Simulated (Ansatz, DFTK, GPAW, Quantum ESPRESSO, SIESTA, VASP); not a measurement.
KF: programs and potentials compared

```
CELL_PARAMETERS angstrom
0.00000 2.67185 2.67185
2.67185 0.00000 2.67185
2.67185 2.67185 0.00000
ATOMIC_POSITIONS crystal
K 0.00000 0.00000 0.00000
F 0.50000 0.50000 0.50000
```

Alike in all runs: task single point; functional PBEsol; k mesh 9 × 9 × 9; occupations fermi-dirac, width 0.05 eV; no spin polarisation; no spin-orbit coupling. Pressure is positive in compression and, in plane waves, holds the error of the finite cutoff.

```csv
program and potentials,plane-wave cutoff (eV),notes,pressure (GPa)
"Ansatz, all-electron LAPW, scalar-relativistic",-,-,-0.66
"Quantum ESPRESSO, GBRV 1.5 PBEsol",612,-,-0.94
"SIESTA, files PseudoDojo sr-pbesol-0.4.1-standard, DZP (energy shift 0.003 Ry; two zetas on semicore shells; d shell added on K)",-,atomic basis,-1.32
"GPAW, PAW data sets generated for this functional",800,-,-1.48
"DFTK, PseudoDojo SR PBEsol 0.4.1 standard (PBEsol)",1143,-,-0.74
"VASP, PBE PAW files F, K_sv, 520 eV",520,potentials made for PBE,-0.62
```

The pressure spans -1.48 (GPAW, PAW data sets generated for this functional) to -0.62 GPa (VASP, PBE PAW files F, K_sv, 520 eV), with all-electron results at -0.66. Rows in atomic bases carry the error of their basis and grid, which can be large.

The functional is the same throughout but for its coding, so the spread measures potentials, basis and numerics; runs on potential files found faulty are left out.
